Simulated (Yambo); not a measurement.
Here is a Yambo 5.3.0 calculation.

The input optics2.in:

```
optics
chi
tddft
Chimod= "ALDA"
% BndsRnXd
 1 | 34 |
%
NGsBlkXd= 3 Ry
% LongDrXd
 1 | 0 | 0 |
%
% QpntsRXd
 1 | 1 |
%
% EnRngeXd
 0 | 20 | eV
%
% DmRngeXd
 0.1 | 0.1 | eV
%
ETStpsXd= 200
FxcGRLc= 3 Ry
VXCRLvcs= 3 Ry
```

Contents of scf.in:

```
&CONTROL
  calculation = 'scf'
  prefix = 'pwscf'
  outdir = './tmp'
  pseudo_dir = './pseudo'
/
&SYSTEM
  ibrav = 0
  nat = 2
  ntyp = 2
  ecutwfc = 84
  nbnd = 15
  occupations = 'smearing'
  smearing = 'fd'
  degauss = 0.00367493
  force_symmorphic = .true.
/
&ELECTRONS
  conv_thr = 4d-10
  electron_maxstep = 120
  mixing_beta = 0.5
/
ATOMIC_SPECIES
Hf   178.4900 Hf.upf
N     14.0070 N.upf
CELL_PARAMETERS angstrom
   0.0000000000    2.2560000000    2.2560000000
   2.2560000000    0.0000000000    2.2560000000
   2.2560000000    2.2560000000    0.0000000000
ATOMIC_POSITIONS crystal
Hf     0.0000000000    0.0000000000    0.0000000000
N      0.5000000000    0.5000000000    0.5000000000
K_POINTS automatic
12 12 12 0 0 0
```

Contents of nscf.in:

```
&CONTROL
  calculation = 'nscf'
  prefix = 'pwscf'
  outdir = './tmp'
  pseudo_dir = './pseudo'
/
&SYSTEM
  ibrav = 0
  nat = 2
  ntyp = 2
  ecutwfc = 84
  nbnd = 39
  occupations = 'smearing'
  smearing = 'fd'
  degauss = 0.00367493
  force_symmorphic = .true.
/
&ELECTRONS
  conv_thr = 1d-08
  diago_full_acc = .true.
  diago_thr_init = 1d-06
/
ATOMIC_SPECIES
Hf   178.4900 Hf.upf
N     14.0070 N.upf
CELL_PARAMETERS angstrom
   0.0000000000    2.2560000000    2.2560000000
   2.2560000000    0.0000000000    2.2560000000
   2.2560000000    2.2560000000    0.0000000000
ATOMIC_POSITIONS crystal
Hf     0.0000000000    0.0000000000    0.0000000000
N      0.5000000000    0.5000000000    0.5000000000
K_POINTS automatic
12 12 12 0 0 0
```

Potentials or basis: PseudoDojo 0.4.1 SR PBEsol standard.

Launch:

```console
$ OMP_NUM_THREADS=1 pw.x -in scf.in > scf.out
$ OMP_NUM_THREADS=1 pw.x -in nscf.in > nscf.out
$ cd tmp/pwscf.save; p2y; mv SAVE ../..; cd ../..
$ OMP_NUM_THREADS=1 yambo
$ OMP_NUM_THREADS=1 yambo -F optics2.in -J optics2 -C optics2_out
```

(1) Estimate the band gap on the k mesh, mean-field level.

Answers

(1) none (metal or under the smearing width).

Caveat: the LDA kernel is used on GGA states, which is inconsistent by a few percent; the ground state has no gap, which makes the many-body step unreliable.
